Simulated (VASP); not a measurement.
Input of a VASP 6.6.1 run:

The input INCAR:

```
SYSTEM = AlAs
PREC = Accurate ; ENCUT = 520
EDIFF = 1E-8 ; ISMEAR = 0
SIGMA = 0.02 ; LREAL = .False.
LASPH = .True. ; NELM = 100
ALGO = Fast ; ISIF = 2
LWAVE = .False. ; LCHARG = .False.
GGA = PE ; LEPSILON = .True.
```

KPOINTS

```
regular mesh
0
Gamma
  8 8 8
  0 0 0
```

POSCAR

```
AlAs
1.0
    0.0000000000      2.8304000000      2.8304000000
    2.8304000000      0.0000000000      2.8304000000
    2.8304000000      2.8304000000      0.0000000000
As Al
1 1
Direct
    0.7500000000      0.7500000000      0.7500000000
    0.0000000000      0.0000000000      0.0000000000
```

Potentials or basis: VASP PAW PBE potentials, release 64 (As, Al).

The run is started by

```sh
$ cat potpaw_PBE.64/As/POTCAR potpaw_PBE.64/Al/POTCAR > POTCAR
$ mpirun -np 1 vasp_std > vasp.out
```

(1) What does it give for the electronic dielectric tensor (diagonal)?

(2) What does it give for the Born charges (mean of the diagonal)?

(3) Predict the band gap on the k mesh.

## Answers

(1) 9.78.

(2) As -2.15; Al +2.15 e.

(3) 1.43 eV, indirect (least direct gap 2.06 eV).

**Experimental background.**

A printed reference work, textbook reports, for a bulk crystal of AlAs: high-frequency dielectric constant 8.16.

Against the measured high-frequency dielectric constant of AlAs, 8.16 (a printed reference work, textbook), the calculated 9.78 is off by +19.8 %.
